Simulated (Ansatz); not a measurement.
## Could Ti$_{8}$C$_{5}$ exist in this structure?

Plane-wave DFT in Ansatz with scalar-relativistic PAW potentials. The crystal relaxes under PBEsol to R-3m with a = 6.075 Å, c = 14.728 Å, 12.07 Å³/atom. No spin polarisation. Whether it is the stable form of this composition wasn't checked.

```
CELL_PARAMETERS angstrom
3.03742 1.75365 4.90918
-3.03742 1.75365 4.90918
0.00000 -3.50731 4.90918
ATOMIC_POSITIONS crystal
Ti 0.24971 0.76311 0.24971
Ti 0.24971 0.24971 0.76311
Ti 0.76311 0.24971 0.24971
Ti 0.23689 0.75029 0.75029
Ti 0.75029 0.23689 0.75029
Ti 0.75029 0.75029 0.23689
Ti 0.24471 0.24471 0.24471
Ti 0.75529 0.75529 0.75529
C 0.00000 0.00000 0.50000
C 0.50000 0.00000 0.00000
C 0.00000 0.50000 0.00000
C 0.50000 0.50000 0.50000
C 0.00000 0.00000 0.00000
```

Question: Test it against the elements, against displacements at the zone centre and against strain.

Answer:
- Energy over the elements: -0.807 eV/atom (PBEsol, standard states in the same functional, gases uncorrected)
- Optical modes at Γ: all 36 real, 226 to 704 cm⁻¹ (PBEsol, no gap at this level, so no LO-TO term)
- Least eigenvalue of the elastic tensor: 97 GPa (PBEsol, smearing 0.15 eV on a cell relaxed with it; where the run has no gap this value hangs on mesh and smearing)

It passes all three tests. So it is a local minimum against everything tried and bound against the elements. Modes at other wave vectors, other structures and decomposition into other compounds weren't tested here.